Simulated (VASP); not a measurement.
# Sb2Se3 (R-3m) in VASP: density of states with PBE

Aim: the density of states of Sb2Se3 with PBE.

Everything below comes from runs of VASP 6.6.1. Logs are shortened: lines on timing, memory, paths and dates and some standing lists are left out, and cuts for length are marked.

## 1. The crystal as given

It takes space group R-3m (No. 166, trigonal). The conventional cell has a = 4.071 Å, b = 4.071 Å, c = 30.716 Å, α = 90.00°, β = 90.00°, γ = 120.00°. Sb (site symmetry 3m) has 6 Se at 2.82 to 3.02 Å as nearest neighbours. Around Se (site symmetry 3m) lie 3 Sb at 2.82 Å. Se (site symmetry -3m) is surrounded by 6 Sb at 3.02 Å.

The cell was built by a generator and needn't be a form met in nature.

## 2. Density of states, PBE

Contents of POSCAR:

```
Sb2Se3                                  
1.0
    2.0354614441      1.1751742179     10.2385864288
   -2.0354614441      1.1751742179     10.2385864288
    0.0000000000     -2.3503484257     10.2385864288
  Sb              Se            
     2     3
Direct
     0.3948582041410094    0.3948582041410094    0.3948582041410094
     0.6051417958589907    0.6051417958589907    0.6051417958589906
     0.7788277207750937    0.7788277207750937    0.7788277207750866
     0.2211722792249063    0.2211722792249063    0.2211722792249134
     0.0000000000000000    0.0000000000000000    0.0000000000000000
```

Contents of INCAR.step1:

```
SYSTEM = Sb2Se3
ALGO = Fast ; EDIFF = 1E-6
ENCUT = 520 ; GGA = PE
ISIF = 2 ; ISMEAR = 0
KPAR = 4 ; LASPH = .TRUE.
LCHARG = .TRUE. ; LREAL = .FALSE.
LWAVE = .FALSE. ; NELM = 100
PREC = Accurate ; SIGMA = 0.1
```

Contents of KPOINTS.step1:

```
k-points
0
G
  8 8 8
  0 0 0
```

Contents of INCAR.step2:

```
SYSTEM = Sb2Se3
ALGO = Fast ; EDIFF = 1E-6
ENCUT = 520 ; GGA = PE
ICHARG = 11 ; ISIF = 2
ISMEAR = -5 ; KPAR = 4
LASPH = .TRUE. ; LCHARG = .FALSE.
LORBIT = 11 ; LREAL = .FALSE.
LWAVE = .FALSE. ; NEDOS = 2001
NELM = 100 ; PREC = Accurate
SIGMA = 0.1
```

Contents of KPOINTS.step2:

```
k-points
0
G
  12 12 12
  0 0 0
```

Potentials or basis: VASP PAW PBE potentials, release 64 (Sb, Se).

On the command line:

```sh
> cat potpaw_PBE.64/Sb/POTCAR potpaw_PBE.64/Se/POTCAR > POTCAR
> cp INCAR.step1 INCAR
> cp KPOINTS.step1 KPOINTS
> mpirun -np 4 vasp_std > vasp.out
> cp INCAR.step2 INCAR
> cp KPOINTS.step2 KPOINTS
> mpirun -np 4 vasp_std > vasp.out
```

OUTCAR:

```text
SYSTEM = Sb2Se3
   EDIFF = 1E-6
   ENCUT = 520
   GGA = PE
   ICHARG = 11
   ISIF = 2
   ISMEAR = -5
   LASPH = .TRUE.
   LORBIT = 11
   LREAL = .FALSE.
   NELM = 100
   PREC = Accurate

 ion  position               nearest neighbor table
   1  0.395  0.395  0.395-   3 2.82   3 2.82   3 2.82   5 3.02   5 3.02   5 3.02
   2  0.605  0.605  0.605-   4 2.82   4 2.82   4 2.82   5 3.02   5 3.02   5 3.02
   3  0.779  0.779  0.779-   1 2.82   1 2.82   1 2.82
   4  0.221  0.221  0.221-   2 2.82   2 2.82   2 2.82
   5  0.000  0.000  0.000-   2 3.02   2 3.02   1 3.02   1 3.02   2 3.02   1 3.02

  LATTYP: Found a trigonal (rhomboedric) cell.
 ALAT       =    10.5048936117
 COS(alpha) =     0.9249116709

  Lattice vectors:

 A1 = (   2.0354614441,   1.1751742179,  10.2385864288)
 A2 = (  -2.0354614441,   1.1751742179,  10.2385864288)
 A3 = (   0.0000000000,  -2.3503484257,  10.2385864288)

Analysis of symmetry for initial positions (statically):
=====================================================================
 Subroutine PRICEL returns:
 Original cell was already a primitive cell.

 Routine SETGRP: Setting up the symmetry group for a
 trigonal (rhombohedral) supercell.

 Subroutine GETGRP returns: Found 12 space group operations
 (whereof 12 operations were pure point group operations)
 out of a pool of 12 trial point group operations.

The static configuration has the point symmetry D_3d.

Analysis of symmetry for dynamics (positions and initial velocities):
=====================================================================
 Subroutine PRICEL returns:
 Original cell was already a primitive cell.

 Routine SETGRP: Setting up the symmetry group for a
 trigonal (rhombohedral) supercell.

 Subroutine GETGRP returns: Found 12 space group operations
 (whereof 12 operations were pure point group operations)
 out of a pool of 12 trial point group operations.

The dynamic configuration has the point symmetry D_3d.

 Subroutine INISYM returns: Found 12 space group operations
 (whereof 12 operations are pure point group operations),
 and found     1 'primitive' translations

----------------------------------------------------------------------------------------

                                     Primitive cell

  volume of cell :     146.9455

  direct lattice vectors                    reciprocal lattice vectors
     2.035461444  1.175174218 10.238586429     0.245644545  0.141822944  0.032556578
[... 109 lines left out ...]
   ISMEAR =    -5;   SIGMA  =   0.10  broadening in eV -4-tet -1-fermi 0-gaus
   EFERMI_NEDOS =   21; number of points for ismear=-14 and -15
   IALGO  =     68    algorithm
   IMIX   =      4    mixing-type and parameters
     AMIX     =   0.40;   BMIX     =  1.00
     AMIX_MAG =   1.60;   BMIX_MAG =  1.00
  volume/ion in A,a.u.               =      29.39       198.33
  Fermi-wavevector in a.u.,A,eV,Ry     =   0.942053  1.780222 12.074681  0.887464
  Thomas-Fermi vector in A             =   2.069625
   LORBIT       =     11    0 simple, 1 ext, 2 COOP (PROOUT), +10 PAW based schemes
   GGA     = PE    functional components
   LHFCALC =     F    Hartree Fock is set to
   AEXX    =    0.0000 exact exchange contribution
   IVDW    =     0    specifies the selected vdW correction
   LEPSILON=     F    determine dielectric tensor
   LRPA    =     F    only Hartree local field effects (RPA)
 non-spin polarized calculation
 RMM-DIIS sequential band-by-band and
 Fermi weights with tetrahedron method with Bloechl corrections
  energy-cutoff  :      520.00
  volume of cell :      146.95
 maximum number of plane-waves:      3993
 NGX is ok and might be reduce to    80

 number of electron      28.0000001 magnetization

 Free energy of the ion-electron system (eV)
  ---------------------------------------------------
  ext. energy  EPLUGINS =         0.00000000
  ---------------------------------------------------
  free energy    TOTEN  =       -20.10450480 eV

  energy without entropy =      -20.10450480  energy(sigma->0) =      -20.10450480

 E-fermi :   4.0221     XC(G=0):  -8.9324

 val. band max:        4.0207317375   @ k =   0.5000   0.2500   0.2500
 cond. band min:       4.3443804693   @ k =   0.0000   0.0000   0.0000
 fundamental gap:      0.3236487318
 Fermi energy:         4.0221351621

 k-point     1 :       0.0000    0.0000    0.0000
  band No.  band energies     occupation
      1      -9.9605      2.00000
      2      -9.3941      2.00000
      3      -8.6908      2.00000
      4      -4.5258      2.00000
      5      -3.2775      2.00000
      6       2.0065      2.00000
[... 481 lines left out ...]
      5      -4.9398      2.00000
      6      -1.1640      2.00000
[... 10 lines left out ...]
     17       6.7835      0.00000
     18       7.5009      0.00000

 [... further k-points ...]

------------------------ aborting loop because EDIFF is reached ----------------------------------------

  FORCE on cell =-STRESS in cart. coord.  units (eV):
  Direction    XX          YY          ZZ          XY          YZ          ZX
  --------------------------------------------------------------------------------------
  -------------------------------------------------------------------------------------
  Total        0.0111240      0.0111240     -0.0077827      0.0000000     -0.0000000      0.0000000
  in kB        0.1212874      0.1212874     -0.0848559      0.0000000     -0.0000000      0.0000000
  external PRESSURE =       0.0525730 kB  Pullay stress =       0.0000000 kB

 VOLUME and BASIS-vectors are now :
 -----------------------------------------------------------------------------
  energy-cutoff  :      520.00
  volume of cell :      146.95
      direct lattice vectors                 reciprocal lattice vectors
     2.035461444  1.175174218 10.238586429     0.245644545  0.141822944  0.032556578
    -2.035461444  1.175174218 10.238586429    -0.245644545  0.141822944  0.032556578
     0.000000000 -2.350348426 10.238586429     0.000000000 -0.283645888  0.032556578

 POSITION                                       TOTAL-FORCE (eV/Angst)
 -----------------------------------------------------------------------------------
      0.00000      0.00000     12.12837         0.000000      0.000000      0.013735
      0.00000      0.00000     18.58739         0.000000     -0.000000     -0.013735
      0.00000      0.00000     23.92228         0.000000     -0.000000     -0.013284
      0.00000      0.00000      6.79347         0.000000      0.000000      0.013284
      0.00000      0.00000      0.00000        -0.000000      0.000000     -0.000000
 -----------------------------------------------------------------------------------
    total drift:                               -0.000000     -0.000000      0.000000

  FREE ENERGIE OF THE ION-ELECTRON SYSTEM (eV)
  ---------------------------------------------------
  free  energy   TOTEN  =       -20.1045047975 eV

  energy  without entropy=      -20.1045047975  energy(sigma->0) =      -20.10450480

 total charge

# of ion       s       p       d       tot
------------------------------------------
    1        1.321   0.890   0.057   2.267
    2        1.321   0.890   0.057   2.267
    3        1.488   2.250   0.023   3.761
    4        1.488   2.250   0.023   3.761
    5        1.477   2.287   0.028   3.792
--------------------------------------------------
tot          7.096   8.566   0.186  15.849
```

OUTCAR.step1:

```text
SYSTEM = Sb2Se3
   EDIFF = 1E-6
   ENCUT = 520
   GGA = PE
   ISIF = 2
[... 741 lines left out ...]
      0.00000      0.00000     18.58739         0.000000     -0.000000     -0.002911
      0.00000      0.00000     23.92228         0.000000     -0.000000     -0.000560
      0.00000      0.00000      6.79347         0.000000      0.000000      0.000560
      0.00000      0.00000      0.00000         0.000000      0.000000     -0.000000
 -----------------------------------------------------------------------------------
    total drift:                               -0.000000     -0.000000      0.000000

  FREE ENERGIE OF THE ION-ELECTRON SYSTEM (eV)
  ---------------------------------------------------
  free  energy   TOTEN  =       -20.1016384034 eV

  energy  without entropy=      -20.1015834514  energy(sigma->0) =      -20.10161093
```

Run time: 14 min. Hardware: 4 MPI ranks of Intel Xeon 6975P-C (Granite Rapids), shared host; peak memory 1.3 GiB.

Results:

| Item | Value |
| --- | --- |
| Valence electrons inside the program's atomic spheres | Sb 2.27; Se 3.76, 3.79 |

States per cell in windows of 1 eV (zero at the valence-band top; states under -8 eV left out):
| from (eV) | total | Se3_p | Se4_p | Se5_p | Sb1_p | Sb2_p | Sb1_s |
| --- | --- | --- | --- | --- | --- | --- | --- |
| -8.0 | 0.45 | 0.01 | 0.01 | 0.00 | 0.00 | 0.00 | 0.10 |
| -7.0 | 0.00 | 0.00 | 0.00 | 0.00 | 0.00 | 0.00 | 0.00 |
| -6.0 | 0.54 | 0.03 | 0.03 | 0.08 | 0.04 | 0.04 | 0.00 |
| -5.0 | 2.00 | 0.13 | 0.13 | 0.27 | 0.14 | 0.14 | 0.00 |
| -4.0 | 4.36 | 0.45 | 0.45 | 0.40 | 0.30 | 0.30 | 0.02 |
| -3.0 | 4.25 | 0.59 | 0.59 | 0.30 | 0.27 | 0.27 | 0.02 |
| -2.0 | 3.79 | 0.54 | 0.54 | 0.71 | 0.07 | 0.07 | 0.03 |
| -1.0 | 3.06 | 0.44 | 0.44 | 0.47 | 0.03 | 0.03 | 0.17 |
| 0.0 | 0.11 | 0.01 | 0.01 | 0.00 | 0.01 | 0.01 | 0.00 |
| 1.0 | 3.51 | 0.30 | 0.30 | 0.03 | 0.44 | 0.44 | 0.01 |
| 2.0 | 3.05 | 0.30 | 0.30 | 0.09 | 0.40 | 0.40 | 0.02 |
| 3.0 | 1.38 | 0.07 | 0.07 | 0.23 | 0.18 | 0.18 | 0.00 |
| 4.0 | 0.00 | 0.00 | 0.00 | 0.00 | 0.00 | 0.00 | 0.00 |
